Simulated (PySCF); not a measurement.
# W (Fm-3m) in PySCF: settings compared

The runs below take W through density of states, with PBE, PBEsol.

All numbers are computed with PySCF 2.14.0; they aren't measurements. Logs are shortened: lines on timing, memory, paths and dates and some standing lists are left out, and cuts for length are marked.

### Step 1. The crystal as given

Symmetry: Fm-3m, No. 225, cubic system. Conventional cell: a = 4.060 Å, b = 4.060 Å, c = 4.060 Å, α = 90.00°, β = 90.00°, γ = 90.00°. W (site symmetry m-3m) has 12 W at 2.87 Å as nearest neighbours.

This isn't the form of W at room conditions, which is bcc.

### Step 2. Density of states, PBE

Input file run.py:

```python
import json
import numpy as np
from pyscf.pbc import gto, scf, dft, df

cell = gto.Cell()
cell.a = '''
  0.0000000000    2.0300000000    2.0300000000
  2.0300000000    0.0000000000    2.0300000000
  2.0300000000    2.0300000000    0.0000000000'''
cell.atom = '''
W    0.0000000000    0.0000000000    0.0000000000'''
cell.unit = 'A'
cell.basis = 'DZVP-MOLOPT-SR-GTH-q14'
cell.pseudo = 'GTH-PBE-q14'
cell.ke_cutoff = 93  # hartree
cell.exp_to_discard = 0.02
cell.precision = 1e-08
cell.space_group_symmetry = True
cell.symmorphic = False
cell.max_memory = 5880  # MB
cell.verbose = 4
cell.build()

res = {}
kpts = cell.make_kpts([11, 11, 11], space_group_symmetry=True, time_reversal_symmetry=True)
cell.space_group_symmetry = False  # the mesh holds the operations; no search on the supercells of the integral code
mf = dft.KRKS(cell, kpts, xc='pbe')
mf = mf.multigrid_numint()
mf = mf.smearing(sigma=0.00183747, method='fermi')  # hartree
mf.conv_tol = 1e-07
mf.max_cycle = 60

mf.kernel()
res.update(converged=bool(mf.converged), e_tot=mf.e_tot, nelec=cell.nelectron, nao=cell.nao, mesh=list(map(int, cell.mesh)), a=cell.lattice_vectors().tolist(), coords=cell.atom_coords().tolist(),
           mo_energy=[np.real(x).tolist() for x in mf.mo_energy], mo_occ=[np.real(x).tolist() for x in mf.mo_occ])
res.update(e_free=mf.e_free, e_zero=mf.e_zero)
res.update(kpts=kpts.kpts_scaled_ibz.tolist(), weights=kpts.weights_ibz.tolist())
res['parts'] = {k: float(np.real(v)) for k, v in mf.scf_summary.items() if np.isscalar(v)}
json.dump(res, open('results.json', 'w'))
if not mf.converged:
    raise SystemExit('SCF not converged')

print('levels (eV)')
for i, kp in enumerate(res['kpts'][:40]):
    print('k %7.4f %7.4f %7.4f  ' % tuple(kp), ' '.join('%.3f' % (x * 27.211386) for x in res['mo_energy'][i][:12]))

mf = mf.to_khf()  # unfold to the whole mesh
kpts = mf.kpts
# Mulliken populations
dm, s = np.asarray(mf.make_rdm1()), np.asarray(mf.get_ovlp())
sites = cell.aoslice_by_atom()[:, 2:]
tot = np.einsum('kij,kji->i', dm, s).real / len(kpts)
res['mulliken'] = [cell.atom_charge(i) - tot[a0:a1].sum() for i, (a0, a1) in enumerate(sites)]
print('Mulliken charges', np.round(res['mulliken'], 5))

# density of states, Gaussians of 0.15 eV
e = np.asarray(mf.mo_energy).real.reshape(1, -1) * 27.211386
ef = mf.get_fermi()
ef = np.max(ef) * 27.211386
x = np.arange(-15, 10.01, 0.1) + round(ef, 1)
dos = np.exp(-((x[:, None, None] - e) / 0.15) ** 2 / 2).sum(-1).T / (0.15 * np.sqrt(2 * np.pi) * len(kpts)) * 2
res.update(dos_e=x.tolist(), dos=dos.tolist())
for a, b in zip(x[::5], dos.T[::5]):
    print('%8.2f' % a, ' '.join('%9.4f' % y for y in b))

# density on a uniform mesh
grids = dft.gen_grid.UniformGrids(cell)
grids.mesh = [17, 17, 17]
grids.build()
ni = dft.numint.KNumInt()
rho = [ni.get_rho(cell, x, grids, kpts) for x in [dm]]
np.save('rho.npy', np.reshape(rho, (-1, *grids.mesh)))
res['done'] = True
json.dump(res, open('results.json', 'w'))
```

Potentials or basis: DZVP-MOLOPT-SR/GTH-PBE (potentials made for PBE).

On the command line:

```bash
> OMP_NUM_THREADS=4 python -u run.py > log
```

Standard output:

```text
Discarded 0 diffused primitive functions, 0 contracted functions

PySCF version 2.14.0

[INPUT] verbose = 4
[INPUT] num. atoms = 1
[INPUT] num. electrons = 14
[INPUT] charge = 0
[INPUT] spin (= nelec alpha-beta = 2S) = 0
[INPUT] symmetry False subgroup None
[INPUT] Mole.unit = A
[INPUT] Symbol           X                Y                Z      unit          X                Y                Z       unit  Magmom
[INPUT]  1 W      0.000000000000   0.000000000000   0.000000000000 AA    0.000000000000   0.000000000000   0.000000000000 Bohr   0.0

nuclear repulsion = -58.5635574959552
number of shells = 4
number of NR pGTOs = 96
number of NR cGTOs = 26
basis = DZVP-MOLOPT-SR-GTH-q14
ecp = {}
lattice vectors  a1 [0.000000000, 3.836144033, 3.836144033]
                 a2 [3.836144033, 0.000000000, 3.836144033]
                 a3 [3.836144033, 3.836144033, 0.000000000]
dimension = 3
low_dim_ft_type = None
Cell volume = 112.905
exp_to_discard = 0.02
rcut = 29.259041624848397 (nimgs = [7 7 7])
precision = 1e-08
pseudo = GTH-PBE-q14
ke_cutoff = 93
    = [25 25 25] mesh (15625 PWs)
[Cell] Point group symbol:  m-3m
time reversal: False
k-points in IBZ                         weights
  0:  0.000000,  0.000000,  0.000000    1/1331
  1:  0.545455,  0.545455,  0.000000    6/1331
  2:  0.545455,  0.545455,  0.545455    8/1331
  3:  0.636364,  0.636364,  0.000000    6/1331
  4:  0.636364,  0.636364,  0.636364    8/1331
  5:  0.727273,  0.363636,  0.363636    12/1331
[... 48 lines left out ...]
 54:  0.909091,  0.909091,  0.818182    12/1331
 55:  0.909091,  0.909091,  0.909091    8/1331

******** <class 'pyscf.pbc.scf.smearing.SmearingKsymAdaptedKRKS'> ********
method = SmearingKsymAdaptedKRKS
initial guess = minao
damping factor = 0
level_shift factor = 0
DIIS = <class 'pyscf.scf.diis.CDIIS'>
diis_start_cycle = 1
diis_space = 8
diis_damp = 0
SCF conv_tol = 1e-07
SCF conv_tol_grad = None
SCF max_cycles = 60
direct_scf = True
direct_scf_tol = 1e-13

******** PBC SCF flags ********
N kpts (BZ) = 1331
N kpts (IBZ) = 56
Exchange divergence treatment (exxdiv) = ewald
    madelung (= occupied orbital energy shift) = 0.05432612012612048
    Total energy shift due to Ewald probe charge = -1/2 * Nelec*madelung = -0.380282840883
DF object = <pyscf.pbc.df.fft.FFTDF object>
XC functionals = pbe
small_rho_cutoff = 0
Uniform grid, mesh = [25 25 25]
Set gradient conv threshold to 0.000316228
nelec by numeric integration = 14.000000000000007
init E= -67.8109014471266
    sigma = 0.00183747  Optimized mu = 0.836802336011  entropy = 0.177300738058
nelec by numeric integration = 14.000000000000016
    Total E(T) = -68.1663581241402  Free energy = -68.1666839089274  E0 = -68.1665210165338
cycle= 1 E= -68.1663581241402  delta_E= -0.355  |g|= 2.87  |ddm|=   30
    sigma = 0.00183747  Optimized mu = 0.72770588142  entropy = 0.230640853098
nelec by numeric integration = 14.000000000000014
    Total E(T) = -68.199015037302  Free energy = -68.1994388329503  E0 = -68.1992269351261
cycle= 2 E= -68.199015037302  delta_E= -0.0327  |g|= 1.88  |ddm|= 24.6
    sigma = 0.00183747  Optimized mu = 0.76827035013  entropy = 0.178674538153
nelec by numeric integration = 14.00000000000001
    Total E(T) = -68.2304941207293  Free energy = -68.2308224298329  E0 = -68.2306582752811
cycle= 3 E= -68.2304941207293  delta_E= -0.0315  |g|= 0.0178  |ddm|= 9.62
    sigma = 0.00183747  Optimized mu = 0.767593843429  entropy = 0.178875256402
nelec by numeric integration = 14.000000000000018
    Total E(T) = -68.2304956818037  Free energy = -68.2308243597211  E0 = -68.2306600207624
cycle= 4 E= -68.2304956818037  delta_E= -1.56e-06  |g|= 0.00192  |ddm|= 0.0709
    sigma = 0.00183747  Optimized mu = 0.767540804235  entropy = 0.178777367165
nelec by numeric integration = 14.000000000000007
    Total E(T) = -68.2304958956104  Free energy = -68.2308243936592  E0 = -68.2306601446348
cycle= 5 E= -68.2304958956104  delta_E= -2.14e-07  |g|= 1.23e-05  |ddm|= 0.0105
    sigma = 0.00183747  Optimized mu = 0.767540618831  entropy = 0.178777628406
nelec by numeric integration = 14.000000000000014
    Total E(T) = -68.2304958951317  Free energy = -68.2308243936605  E0 = -68.2306601443961
cycle= 6 E= -68.2304958951317  delta_E= 4.79e-10  |g|= 5.31e-07  |ddm|= 8.78e-05
    sigma = 0.00183747  Optimized mu = 0.767540635297  entropy = 0.178777653963
nelec by numeric integration = 14.00000000000001
    Total E(T) = -68.2304958950847  Free energy = -68.2308243936606  E0 = -68.2306601443726
Extra cycle  E= -68.2304958950847  delta_E= 4.69e-11  |g|= 3.21e-07  |ddm|= 4.42e-06
converged SCF energy = -68.2304958950847
levels (eV)
k  0.0000  0.0000  0.0000   -52.714 -16.871 -16.871 -16.871 11.974 20.346 20.346 20.346 23.406 23.406 34.883 40.609
k  0.5455  0.5455  0.0000   -52.585 -17.854 -17.251 -17.251 15.543 16.512 23.404 25.703 26.194 26.194 33.561 33.561
k  0.5455  0.5455  0.5455   -52.617 -17.917 -17.012 -17.012 15.346 20.170 20.170 21.192 25.666 25.666 31.239 35.457
k  0.6364  0.6364  0.0000   -52.605 -17.714 -17.193 -17.193 15.755 16.946 21.503 24.537 24.537 25.273 36.124 36.124
k  0.6364  0.6364  0.6364   -52.632 -17.763 -16.990 -16.990 15.171 20.038 20.396 20.396 24.763 24.763 32.808 36.727
k  0.7273  0.3636  0.3636   -52.586 -17.673 -17.523 -17.164 16.766 17.797 20.425 23.212 25.223 28.329 31.552 34.190
[... 32 lines left out ...]
k  0.9091  0.7273  0.5455   -52.614 -17.665 -17.228 -17.100 16.411 17.978 19.488 22.504 24.267 26.547 33.813 37.680
k  0.9091  0.7273  0.6364   -52.634 -17.523 -17.137 -17.059 15.559 17.963 20.064 22.773 22.807 25.237 36.967 38.951
Mulliken charges [0.]
    5.90    0.0000
    6.40    0.0000
    6.90    0.0000
    7.40    0.0000
    7.90    0.0000
    8.40    0.0000
[... 43 lines left out ...]
   30.40    0.4318
   30.90    0.3465
```

Run time: 2 min. Hardware: 4 threads of Intel Xeon Platinum 8488C (Sapphire Rapids), shared host; peak memory 5.5 GiB.

Results:

- Free energy: -1856.6553 eV
- Band gap on the k mesh: none (metal or under the smearing width)

States per cell in windows of 1 eV (zero at the Fermi level; states under -8 eV left out):
| from (eV) | total |
| --- | --- |
| -8.0 | 0.08 |
| -7.0 | 0.15 |
| -6.0 | 0.45 |
| -5.0 | 0.85 |
| -4.0 | 0.90 |
| -3.0 | 0.96 |
| -2.0 | 1.23 |
| -1.0 | 1.31 |
| 0.0 | 0.89 |
| 1.0 | 0.96 |
| 2.0 | 0.63 |
| 3.0 | 0.86 |
| 4.0 | 0.97 |
| 5.0 | 0.75 |
| 6.0 | 0.33 |
| 7.0 | 0.37 |

Caveat: the basis of atomic orbitals isn't converged, which shifts pressures, moduli and gaps.

### Step 3. Density of states, PBEsol

run.py, as its differences from that of step 2:

```diff
@@ -26,3 +26,3 @@
 cell.space_group_symmetry = False  # the mesh holds the operations; no search on the supercells of the integral code
-mf = dft.KRKS(cell, kpts, xc='pbe')
+mf = dft.KRKS(cell, kpts, xc='pbesol')
 mf = mf.multigrid_numint()
```

Potentials or basis: DZVP-MOLOPT-SR/GTH-PBE (potentials made for PBE).

On the command line:

```bash
> OMP_NUM_THREADS=4 python -u run.py > log
```

Standard output:

```text
Discarded 0 diffused primitive functions, 0 contracted functions

PySCF version 2.14.0

[INPUT] verbose = 4
[INPUT] num. atoms = 1
[INPUT] num. electrons = 14
[INPUT] charge = 0
[INPUT] spin (= nelec alpha-beta = 2S) = 0
[INPUT] symmetry False subgroup None
[INPUT] Mole.unit = A
[INPUT] Symbol           X                Y                Z      unit          X                Y                Z       unit  Magmom
[INPUT]  1 W      0.000000000000   0.000000000000   0.000000000000 AA    0.000000000000   0.000000000000   0.000000000000 Bohr   0.0

nuclear repulsion = -58.5635574959552
number of shells = 4
number of NR pGTOs = 96
number of NR cGTOs = 26
basis = DZVP-MOLOPT-SR-GTH-q14
ecp = {}
lattice vectors  a1 [0.000000000, 3.836144033, 3.836144033]
                 a2 [3.836144033, 0.000000000, 3.836144033]
                 a3 [3.836144033, 3.836144033, 0.000000000]
dimension = 3
low_dim_ft_type = None
Cell volume = 112.905
exp_to_discard = 0.02
rcut = 29.259041624848397 (nimgs = [7 7 7])
precision = 1e-08
pseudo = GTH-PBE-q14
ke_cutoff = 93
    = [25 25 25] mesh (15625 PWs)
[Cell] Point group symbol:  m-3m
time reversal: False
k-points in IBZ                         weights
  0:  0.000000,  0.000000,  0.000000    1/1331
[... 83 lines left out ...]
init E= -67.7210619756399
    sigma = 0.00183747  Optimized mu = 0.834100071146  entropy = 0.157721455084
nelec by numeric integration = 14.00000000000002
    Total E(T) = -68.0826285279388  Free energy = -68.0829183363809  E0 = -68.0827734321598
cycle= 1 E= -68.0826285279388  delta_E= -0.362  |g|=    3  |ddm|= 31.5
    sigma = 0.00183747  Optimized mu = 0.722716308832  entropy = 0.238515355381
nelec by numeric integration = 14.000000000000007
    Total E(T) = -68.1188373280249  Free energy = -68.1192755928349  E0 = -68.1190564604299
cycle= 2 E= -68.1188373280249  delta_E= -0.0362  |g|= 1.99  |ddm|= 26.7
    sigma = 0.00183747  Optimized mu = 0.764922512932  entropy = 0.176691130267
nelec by numeric integration = 14.000000000000016
    Total E(T) = -68.1546187107586  Free energy = -68.1549433754097  E0 = -68.1547810430841
cycle= 3 E= -68.1546187107586  delta_E= -0.0358  |g|= 0.0152  |ddm|= 10.1
    sigma = 0.00183747  Optimized mu = 0.764335602713  entropy = 0.176986736042
nelec by numeric integration = 14.000000000000014
    Total E(T) = -68.1546195294006  Free energy = -68.1549447372185  E0 = -68.1547821333096
cycle= 4 E= -68.1546195294006  delta_E= -8.19e-07  |g|= 0.00199  |ddm|= 0.0612
    sigma = 0.00183747  Optimized mu = 0.764280633248  entropy = 0.176878602911
nelec by numeric integration = 14.000000000000014
    Total E(T) = -68.1546197662779  Free energy = -68.1549447754044  E0 = -68.1547822708412
cycle= 5 E= -68.1546197662779  delta_E= -2.37e-07  |g|= 2.48e-05  |ddm|= 0.0114
    sigma = 0.00183747  Optimized mu = 0.76428006568  entropy = 0.176878151025
nelec by numeric integration = 14.000000000000012
    Total E(T) = -68.154619767113  Free energy = -68.1549447754091  E0 = -68.154782271261
cycle= 6 E= -68.154619767113  delta_E= -8.35e-10  |g|= 4.67e-07  |ddm|= 0.000131
    sigma = 0.00183747  Optimized mu = 0.764280072497  entropy = 0.176878155425
nelec by numeric integration = 14.00000000000002
    Total E(T) = -68.1546197671049  Free energy = -68.1549447754091  E0 = -68.154782271257
Extra cycle  E= -68.1546197671049  delta_E= 8.09e-12  |g|= 1.91e-07  |ddm|= 4.48e-06
converged SCF energy = -68.1546197671049
levels (eV)
k  0.0000  0.0000  0.0000   -52.599 -16.762 -16.762 -16.762 11.823 20.260 20.260 20.260 23.331 23.331 34.751 40.445
k  0.5455  0.5455  0.0000   -52.468 -17.764 -17.149 -17.149 15.418 16.409 23.310 25.652 26.162 26.162 33.432 33.433
k  0.5455  0.5455  0.5455   -52.501 -17.829 -16.906 -16.906 15.221 20.072 20.072 21.104 25.623 25.623 31.143 35.316
k  0.6364  0.6364  0.0000   -52.489 -17.621 -17.090 -17.090 15.632 16.844 21.397 24.480 24.480 25.216 36.025 36.025
k  0.6364  0.6364  0.6364   -52.516 -17.672 -16.884 -16.884 15.043 19.947 20.302 20.302 24.707 24.707 32.698 36.610
k  0.7273  0.3636  0.3636   -52.469 -17.580 -17.427 -17.061 16.649 17.701 20.342 23.128 25.181 28.190 31.522 34.133
[... 32 lines left out ...]
k  0.9091  0.7273  0.5455   -52.497 -17.572 -17.127 -16.996 16.290 17.881 19.383 22.421 24.203 26.500 33.705 37.604
k  0.9091  0.7273  0.6364   -52.518 -17.427 -17.033 -16.954 15.431 17.865 19.959 22.691 22.736 25.182 36.875 38.890
Mulliken charges [-0.]
    5.80    0.0000
    6.30    0.0000
    6.80    0.0000
    7.30    0.0000
    7.80    0.0000
    8.30    0.0000
[... 43 lines left out ...]
   30.30    0.3868
   30.80    0.3616
```

Wall time 2.5 min (4 threads of AMD EPYC 7R43 (Zen 3), shared host); peak memory 5.5 GiB.

What came out:

| Property | Result |
| --- | --- |
| Free energy | -1854.5905 eV |
| Band gap on the k mesh | none (metal or under the smearing width) |

States per cell in windows of 1 eV (zero at the Fermi level; states under -8 eV left out):
| from (eV) | total |
| --- | --- |
| -8.0 | 0.08 |
| -7.0 | 0.15 |
| -6.0 | 0.46 |
| -5.0 | 0.85 |
| -4.0 | 0.89 |
| -3.0 | 0.95 |
| -2.0 | 1.23 |
| -1.0 | 1.30 |
| 0.0 | 0.89 |
| 1.0 | 0.95 |
| 2.0 | 0.64 |
| 3.0 | 0.86 |
| 4.0 | 0.95 |
| 5.0 | 0.79 |
| 6.0 | 0.32 |
| 7.0 | 0.39 |

Caveat: the basis of atomic orbitals isn't converged, which shifts pressures, moduli and gaps. The run has no spin-orbit coupling, so splittings on W are missing.
